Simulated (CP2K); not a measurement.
## Moving the choice of potentials or basis in C

It takes space group Fd-3m (No. 227, cubic). The conventional cell has a = 3.567 Å, b = 3.567 Å, c = 3.567 Å, α = 90.00°, β = 90.00°, γ = 90.00°. C (site symmetry -43m) is surrounded by 4 C at 1.54 Å.

Kept alike: task band structure; functional PBE; k mesh 13 × 13 × 13; occupations fermi-dirac, width 0.05 eV; no spin polarisation. Program: CP2K. The mesh is that of the run's cell of 2 atoms. No spin-orbit coupling.

| choice of potentials or basis | band gap (eV) | pressure (GPa) |
| --- | --- | --- |
| GTH_POTENTIALS C GTH-BLYP-q4; DZVP-MOLOPT-SR-GTH basis | 4.341 | 1.81 |
| GTH_POTENTIALS C GTH-PADE-q4; DZVP-MOLOPT-SR-GTH basis (made for LDA) | 4.454 | -8.61 |
| GTH_POTENTIALS C GTH-PBE-q4; DZVP-MOLOPT-SR-GTH basis | 4.287 | 3.03 |
| POTENTIAL_UZH C GTH-PBE0-q4; DZVP-MOLOPT-SR-GTH basis | 4.265 | 2.72 |
| POTENTIAL_UZH C GTH-SCAN-q4; DZVP-MOLOPT-SR-GTH basis | 4.411 | -0.29 |

Pressure is positive in compression. Gaps are the smaller of the mesh's and the band path's.

Problem. What does the choice of potentials or basis change here?

Solution. The band gap runs from 4.265 (POTENTIAL_UZH C GTH-PBE0-q4; DZVP-MOLOPT-SR-GTH basis) to 4.454 eV (GTH_POTENTIALS C GTH-PADE-q4; DZVP-MOLOPT-SR-GTH basis (made for LDA)). Measured: 5.5 eV (arxiv:1902.02958). Semilocal gaps run low as a rule. The gap moves here only through the cell or the potentials. The pressure runs from -8.61 (GTH_POTENTIALS C GTH-PADE-q4; DZVP-MOLOPT-SR-GTH basis (made for LDA)) to 3.03 GPa (GTH_POTENTIALS C GTH-PBE-q4; DZVP-MOLOPT-SR-GTH basis).
